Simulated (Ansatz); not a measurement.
Crystal: HfO2.

```xyz
6
Lattice="3.5580 0.0000 0.0000 0.0000 3.5580 0.0000 0.0000 0.0000 5.1719" Properties=species:S:1:pos:R:3 pbc="T T T"
Hf    0.0000    0.0000    0.0000
Hf    1.7790    1.7790    2.5859
O     0.0000    1.7790    1.0199
O     1.7790    0.0000    1.5660
O     1.7790    0.0000    4.1519
O     0.0000    1.7790    3.6059
```

Measurements of this composition are mostly on another form, of space group No. 14.

Base run:

```yaml
Program: Ansatz 0.2.0
Functional: PBE
Potentials_or_basis: PseudoDojo stringent (PBE files)
Cutoff: 1796 eV
Density_cutoff: 7184 eV
k_mesh: 8 × 8 × 5
Occupations: fermi-dirac, width 0.05 eV
Spin: no spin polarisation
```

Its results: band gap on the k mesh 4.78 eV, indirect (least direct gap 4.84 eV); pressure 9.2 GPa; largest force 0.122 eV/Å.

Q: The run is repeated on the same cell with these changes: potentials or basis from PseudoDojo stringent (PBE files) to Ansatz NC; cutoff from 1796 eV to 1240 eV (not typed: the program's choice for these potentials). What comes out?

A: Band gap on the k mesh 4.77 eV, indirect (least direct gap 4.84 eV); pressure 10.0 GPa; largest force 0.140 eV/Å.

Caveats: odd divisions of the mesh miss points on the zone boundary, where band edges often lie, so the gap on the mesh can be too wide; spin-orbit coupling is left out, which moves the levels of the heavy elements.

A k mesh can miss the band edges.
